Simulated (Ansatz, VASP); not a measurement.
One calculation of CdH6, two programs

```
Cd H
1.0
     3.86128    0.00000    0.00000
     0.00000    3.86128    0.00000
     0.00000    0.00000    7.40354
Cd H
1 6
Cartesian
  1.9306 1.9306 3.7018
  3.4874 1.9306 0.0000
  0.3739 1.9306 0.0000
  1.9306 3.4874 0.0000
  1.9306 0.3739 0.0000
  0.0000 1.9306 3.7018
  1.9306 0.0000 3.7018
```

Alike in both runs: functional PBE; k mesh 8 × 8 × 4; occupations gaussian, width 0.02 eV; no spin polarisation.

Ansatz relaxed the structure, and its values are those at the end. VASP's run is a single point on that final structure, the one shown.

|  | VASP | Ansatz |
| --- | --- | --- |
| version | VASP 6.6.1 | Ansatz 0.2.0 |
| potentials or method | VASP PAW PBE potentials, release 64 (Cd, H) | scalar-relativistic, plane waves, PAW |
| plane-wave cutoff (eV) | 520 | 420 |
| valence electrons in the cell | 18 | 26 |

Ansatz gave:

- gap on the k mesh at the Fermi level (eV): none
- pressure (GPa): 0.0
- rms of the force components (eV/Å): 0.002

Question: What did VASP give for the same quantities?

Answer: gap on the k mesh at the Fermi level (eV): none; pressure (GPa): 0.0; rms of the force components (eV/Å): 0.007.

A gap of «none» marks a metal or a gap that the smearing closes. The two sets of potentials don't hold the same shells in valence.
